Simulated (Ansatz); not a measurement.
## Computed properties of HfO2

```
Hf O
1.0
     0.00000    2.55750    2.55750
     2.55750    0.00000    2.55750
     2.55750    2.55750    0.00000
Hf O
1 2
Direct
  0.00000 0.00000 0.00000
  0.25000 0.25000 0.25000
  0.75000 0.75000 0.75000
```

Atoms are numbered in the order listed.

The cell is COD entry 9009016, as deposited and not checked against the literature; nothing was relaxed.

No spin–orbit coupling, which matters for the heavy atoms here.

Methods: DFT, PBE, all-electron LAPW, scalar-relativistic (Ansatz 0.2.0); DFT, PBE, PAW with Ansatz's default frozen-core files, scalar-relativistic (Ansatz 0.2.0).

For LAPW: a Γ-centred 9×9×9 k mesh, Fermi–Dirac smearing of 0.01 eV, basis error target 1 meV/atom, no spin polarisation. PAW takes a cutoff of 420 eV at this cell. The Ansatz runs share mesh, smearing and spin set-up. Values come from LAPW unless marked.

```json
{
  "Löwdin charges (with 0.09 e of the cell spilling out of the atomic basis, so their sizes and signs hang on that basis)": "Hf1 1.48, O2 -0.69 e",
  "Volume per atom": "11.15 Å³"
}
```

**Question.** Give the computed value. Band gap.

**Answer.** 3.71 eV, direct at X (0.5, 0, 0.5).

**Question.** Give the computed value. Bader charges (from the PAW run).

**Answer.** Hf1 +2.69, O2 -1.34 e.

**Question.** Pressure at this cell: what does the calculation give?

**Answer.** -24.6 kbar.
